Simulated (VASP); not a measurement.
# Pr (I4/mmm) in VASP: reference runs

How does Pr come out in PBE? The cell is run as given and disturbed.

All numbers are computed with VASP 6.6.1; they aren't measurements. Logs are shortened: lines on timing, memory, paths and dates and some standing lists are left out, and cuts for length are marked.

## (1) The structure

It takes space group I4/mmm (No. 139, tetragonal). The conventional cell has a = 4.389 Å, b = 4.389 Å, c = 3.772 Å, α = 90.00°, β = 90.00°, γ = 90.00°. Pr (site symmetry 4/mmm) has 10 Pr at 3.63 to 3.77 Å as nearest neighbours.

This isn't the form of Pr at room conditions, which is double hcp.

## (2) Single point, PBE, collinear spin, ferromagnetic start

INCAR

```
  PREC = Accurate
  ENCUT = 520
  EDIFF = 1E-7
  ISMEAR = -1
  SIGMA = 0.05
  LREAL = F
  LASPH = T
  NELM = 120
  ALGO = Normal
  ISIF = 2
  LWAVE = F
  LCHARG = T
  ISPIN = 2
  MAGMOM = 2
  LORBIT = 11
  LMAXMIX = 6
  GGA = PE
  LELF = T
  LVHAR = T
  NBANDS = 16
```

KPOINTS

```
Automatic mesh
0
Gamma
  9 9 9
```

POSCAR

```
Pr
1.0
   -2.1944725387      2.1944725387      1.8859478524
    2.1944725387     -2.1944725387      1.8859478524
    2.1944725387      2.1944725387     -1.8859478524
Pr
1
Direct
    0.0000000000      0.0000000000      0.0000000000
```

Potentials or basis: VASP PAW PBE potentials, release 64 (Pr).

Run with:

```bash
cat potpaw_PBE.64/Pr/POTCAR > POTCAR
mpirun -np 1 vasp_std > vasp.out
```

OUTCAR:

```text
PREC = Accurate
   ENCUT = 520
   EDIFF = 1E-7
   ISMEAR = -1
   LREAL = F
   LASPH = T
   NELM = 120
   ISIF = 2
   ISPIN = 2
   LORBIT = 11
   GGA = PE

 ion  position               nearest neighbor table
   1  0.000  0.000  0.000-

  LATTYP: Found a body centered tetragonal cell.
 ALAT       =     4.3889450774
 C/A-ratio  =     0.8594082720

  Lattice vectors:

 A1 = (  -2.1944725387,   2.1944725387,   1.8859478524)
 A2 = (   2.1944725387,  -2.1944725387,   1.8859478524)
 A3 = (   2.1944725387,   2.1944725387,  -1.8859478524)

Analysis of symmetry for initial positions (statically):
=====================================================================
 Subroutine PRICEL returns:
 Original cell was already a primitive cell.

 Routine SETGRP: Setting up the symmetry group for a
 body centered tetragonal supercell.

 Subroutine GETGRP returns: Found 16 space group operations
 (whereof 16 operations were pure point group operations)
 out of a pool of 16 trial point group operations.

The static configuration has the point symmetry D_4h.

Analysis of symmetry for dynamics (positions and initial velocities):
=====================================================================
 Subroutine PRICEL returns:
 Original cell was already a primitive cell.

 Routine SETGRP: Setting up the symmetry group for a
 body centered tetragonal supercell.

 Subroutine GETGRP returns: Found 16 space group operations
 (whereof 16 operations were pure point group operations)
 out of a pool of 16 trial point group operations.

The dynamic configuration has the point symmetry D_4h.

Analysis of structural, dynamic, and magnetic symmetry:
=====================================================================
 Subroutine PRICEL returns:
 Original cell was already a primitive cell.

 Routine SETGRP: Setting up the symmetry group for a
 body centered tetragonal supercell.

 Subroutine GETGRP returns: Found 16 space group operations
 (whereof 16 operations were pure point group operations)
 out of a pool of 16 trial point group operations.

The overall configuration has the point symmetry D_4h.

 Subroutine INISYM returns: Found 16 space group operations
 (whereof 16 operations are pure point group operations),
 and found     1 'primitive' translations

----------------------------------------------------------------------------------------

                                     Primitive cell

  volume of cell :      36.3287

  direct lattice vectors                    reciprocal lattice vectors
    -2.194472539  2.194472539  1.885947852     0.000000000  0.227845184  0.265118677
     2.194472539 -2.194472539  1.885947852     0.227845184  0.000000000  0.265118677
     2.194472539  2.194472539 -1.885947852     0.227845184  0.227845184  0.000000000

  length of vectors
     3.631558722  3.631558722  3.631558722     0.349573084  0.349573084  0.322221750

  position of ions in fractional coordinates (direct lattice)
     0.000000000  0.000000000  0.000000000

  ion indices of the primitive-cell ions
   primitive index   ion index
                 1           1

----------------------------------------------------------------------------------------

 KPOINTS: Automatic mesh

Automatic generation of k-mesh.
 Grid dimensions read from file:
 generate k-points for:    9    9    9

 Generating k-lattice:

  Cartesian coordinates                     Fractional coordinates (reciprocal lattice)
     0.000000000  0.025316132  0.029457631     0.111111111  0.000000000  0.000000000
     0.025316132  0.000000000  0.029457631     0.000000000  0.111111111  0.000000000
[... 54 lines left out ...]
   LSORBIT =      F    spin-orbit coupling
   LASPH  =      T    aspherical Exc in radial PAW
   ENCUT  =  520.0 eV  38.22 Ry    6.18 a.u.   6.75  6.75  6.75*2*pi/ulx,y,z
   NELM   =    120;   NELMIN=  2; NELMDL= -5     # of ELM steps
   EDIFF  = 0.1E-06   stopping-criterion for ELM
   LREAL  =      F    real-space projection
   EDIFFG = 0.1E-05   stopping-criterion for IOM
   NSW    =      0    number of steps for IOM
   IBRION =     -1    ionic relax: 0-MD 1-quasi-New 2-CG
   NFREE  =      0    steps in history (QN), initial steepest desc. (CG)
   ISIF   =      2    stress and relaxation
   ISYM   =      2    0-nonsym 1-usesym 2-fastsym
   POTIM  = 0.5000    time-step for ionic-motion
   TEBEG  =    0.0;   TEEND  =   0.0 temperature during run
   PSTRESS=    0.0 pullay stress
   NELECT =      13.0000    total number of electrons
   NUPDOWN=      -1.0000    fix difference up-down
   EMIN   =  10.00;   EMAX   =-10.00  energy-range for DOS
   EFERMI =   0.00;   METHOD = LEGACY
   ISMEAR =    -1;   SIGMA  =   0.05  broadening in eV -4-tet -1-fermi 0-gaus
   EFERMI_NEDOS =   21; number of points for ismear=-14 and -15
   IALGO  =     38    algorithm
   IMIX   =      4    mixing-type and parameters
     AMIX     =   0.40;   BMIX     =  1.00
     AMIX_MAG =   1.60;   BMIX_MAG =  1.00
  volume/ion in A,a.u.               =      36.33       245.16
  Fermi-wavevector in a.u.,A,eV,Ry     =   1.162267  2.196366 18.379633  1.350865
  Thomas-Fermi vector in A             =   2.298830
   LORBIT       =     11    0 simple, 1 ext, 2 COOP (PROOUT), +10 PAW based schemes
   GGA     = PE    functional components
   LHFCALC =     F    Hartree Fock is set to
   AEXX    =    0.0000 exact exchange contribution
   IVDW    =     0    specifies the selected vdW correction
   LEPSILON=     F    determine dielectric tensor
   LRPA    =     F    only Hartree local field effects (RPA)
 spin polarized calculation
  energy-cutoff  :      520.00
  volume of cell :       36.33
 maximum number of plane-waves:       987
   NGX = 13   NGY = 13   NGZ = 13

 number of electron      13.0000000 magnetization       2.9177879

 Free energy of the ion-electron system (eV)
  ---------------------------------------------------
  ext. energy  EPLUGINS =         0.00000000
  ---------------------------------------------------
  free energy    TOTEN  =        -5.39536977 eV

  energy without entropy =       -5.32808748  energy(sigma->0) =       -5.36172863

 E-fermi :   5.6599     XC(G=0):  -9.6999

 val. band max:        5.6586936500   @ k =  -0.3333  -0.3333   0.1111
 cond. band min:       5.6618876424   @ k =   0.3333   0.2222   0.1111
 fundamental gap:      0.0031939923
 Fermi energy:         5.6598806735

 spin component 1

 k-point     1 :       0.0000    0.0000    0.0000
  band No.  band energies     occupation
      1     -30.4676      1.00000
      2     -11.9554      1.00000
      3     -11.9554      1.00000
      4     -11.8259      1.00000
      5       1.8066      1.00000
      6       5.2484      0.99973
[... 435 lines left out ...]
      5       3.9767      1.00000
      6       5.1642      0.99995
[... 8 lines left out ...]
     15       8.2772      0.00000
     16       9.6583      0.00000

 [... further k-points ...]

 spin component 2

 k-point     1 :       0.0000    0.0000    0.0000
  band No.  band energies     occupation
      1     -29.3222      1.00000
      2     -11.0343      1.00000
      3     -11.0343      1.00000
      4     -10.8601      1.00000
      5       2.5564      1.00000
      6       7.0086      0.00000
[... 435 lines left out ...]
      5       4.8038      1.00000
      6       6.8102      0.00000
[... 8 lines left out ...]
     15       9.0519      0.00000
     16      10.3077      0.00000

 [... further k-points ...]

------------------------ aborting loop because EDIFF is reached ----------------------------------------

 total charge

# of ion       s       p       d       f       tot
--------------------------------------------------
    1        1.998   5.285   0.550   2.178  10.010

 magnetization (x)

# of ion       s       p       d       f       tot
--------------------------------------------------
    1       -0.010  -0.020   0.179   2.139   2.287

  FORCE on cell =-STRESS in cart. coord.  units (eV):
  Direction    XX          YY          ZZ          XY          YZ          ZX
  --------------------------------------------------------------------------------------
  -------------------------------------------------------------------------------------
  Total       -0.4279696     -0.4279696     -0.3182510      0.0000000     -0.0000000      0.0000000
  in kB      -18.8744162    -18.8744162    -14.0355801      0.0000000     -0.0000000      0.0000000
  external PRESSURE =     -17.2614708 kB  Pullay stress =       0.0000000 kB

 VOLUME and BASIS-vectors are now :
 -----------------------------------------------------------------------------
  energy-cutoff  :      520.00
  volume of cell :       36.33
      direct lattice vectors                 reciprocal lattice vectors
    -2.194472539  2.194472539  1.885947852     0.000000000  0.227845184  0.265118677
     2.194472539 -2.194472539  1.885947852     0.227845184  0.000000000  0.265118677
     2.194472539  2.194472539 -1.885947852     0.227845184  0.227845184  0.000000000

  length of vectors
     3.631558722  3.631558722  3.631558722     0.349573084  0.349573084  0.322221750

 FORCES acting on ions
    electron-ion (+dipol)            ewald-force                    non-local-force                 convergence-correction
 -----------------------------------------------------------------------------------------------
   0.199E-14 0.825E-15 0.413E-15   -.295E-15 0.119E-14 0.112E-14   0.000E+00 -.331E-23 0.000E+00   0.106E-13 0.153E-13 0.228E-13
 -----------------------------------------------------------------------------------------------
   0.199E-14 0.825E-15 0.413E-15   -.295E-15 0.119E-14 0.112E-14   0.000E+00 -.331E-23 0.000E+00   0.106E-13 0.153E-13 0.228E-13

 POSITION                                       TOTAL-FORCE (eV/Angst)
 -----------------------------------------------------------------------------------
      0.00000      0.00000      0.00000         0.000000      0.000000      0.000000
 -----------------------------------------------------------------------------------
    total drift:                                0.000000      0.000000      0.000000

--------------------------------------------------------------------------------------------------------

  FREE ENERGIE OF THE ION-ELECTRON SYSTEM (eV)
  ---------------------------------------------------
  free  energy   TOTEN  =        -5.3953697700 eV

  energy  without entropy=       -5.3280874801  energy(sigma->0) =       -5.36172863

--------------------------------------------------------------------------------------------------------

--------------------------------------------------------------------------------------------------------

 total charge

# of ion       s       p       d       f       tot
--------------------------------------------------
    1        1.998   5.285   0.550   2.178  10.010

 magnetization (x)

# of ion       s       p       d       f       tot
--------------------------------------------------
    1       -0.010  -0.020   0.179   2.139   2.287

=======================================================================
```

Run time: 8.9 min. Hardware: 1 thread of AMD EPYC 7R43 (Zen 3), shared host; peak memory 0.21 GiB.

What came out:

```yaml
Free_energy: -5.3954 eV
Pressure: -1.7 GPa
Band_gap_on_the_k_mesh: none (metal or under the smearing width)
Net_moment: 2.92 μB per cell
Site_moments: Pr +2.29 μB
Valence_electrons_inside_the_program's_atomic_spheres: Pr 10.01
```

Caveat: the magnetic or orbital state may not be the lowest; spin-orbit coupling is left out, which moves the levels of the heavy elements. The state reached can hang on the start; a lower one may exist.

## (3) Single point, PBE, collinear spin, ferromagnetic start (cell strained at random at fixed volume)

INCAR

```
SYSTEM = Pr
PREC     = Accurate       ! precision mode
ENCUT    = 520            ! plane-wave cutoff, eV
EDIFF    = 1E-7           ! SCF threshold, eV
ISMEAR   = -1             ! smearing method
SIGMA    = 0.05           ! smearing width, eV
LREAL    = .False.        ! projectors in reciprocal space
LASPH    = .True.         ! aspherical terms in the spheres
NELM     = 100            ! most SCF steps
ALGO     = Normal         ! electronic algorithm
ISIF     = 2              ! what is computed and relaxed
LWAVE    = .False.        ! write WAVECAR
LCHARG   = .True.         ! write CHGCAR
ISPIN    = 2              ! spin polarisation
MAGMOM   = 2              ! initial moments
LORBIT   = 11             ! projections on sites
LMAXMIX  = 6              ! l up to which the mixer works
GGA      = PE             ! functional
LELF     = .True.         ! ELF
LVHAR    = .True.       
NBANDS   = 16             ! bands
```

KPOINTS

```
Automatic mesh
0
Gamma
  9 9 9
  0 0 0
```

POSCAR

```
Pr
1.0
   -2.2427050000      2.2029470000      1.9830330000
    2.2042170000     -2.1089270000      1.8288480000
    2.2312980000      2.0975210000     -1.8736320000
Pr
1
Direct
   -0.0037820000      0.0106370000      0.0070190000
```

Potentials or basis: VASP PAW PBE potentials, release 64 (Pr).

Run with:

```bash
cat potpaw_PBE.64/Pr/POTCAR > POTCAR
mpirun -np 1 vasp_std > vasp.out
```

It took 50 min on 1 thread of AMD EPYC 7R43 (Zen 3), shared host; peak memory 0.47 GiB.

Results (log left out):

```
Free energy                                           : -5.4873 eV
Pressure                                              : -1.2 GPa
Band gap on the k mesh                                : none (metal or under the smearing width)
Net moment                                            : 2.87 μB per cell
Site moments                                          : Pr +2.28 μB
Valence electrons inside the program's atomic spheres : Pr 10.02
```

Stress tensor (GPa, compression positive):
```
-1.55  0.09  0.30
 0.09 -1.85 -0.66
 0.30 -0.66 -0.24
```

Levels at points of the mesh, in eV from the Fermi level:
Spin up:
```
           k point  band 4  band 5  band 6  band 7  band 8  band 9  band 10  band 11  band 12  band 13
(0.00, 0.00, 0.00)  -17.49   -3.86   -0.45   -0.43   -0.31    0.60     0.61     0.63     0.74     1.06
```
Spin down:
| k point | band 3 | band 4 | band 5 | band 6 | band 7 | band 8 |
| --- | --- | --- | --- | --- | --- | --- |
| (0.00, 0.00, 0.00) | -16.64 | -16.57 | -3.16 | 1.38 | 1.65 | 1.68 |

Caveat: the magnetic or orbital state may not be the lowest; spin-orbit coupling is left out, which moves the levels of the heavy elements. The state reached can hang on the start; a lower one may exist.
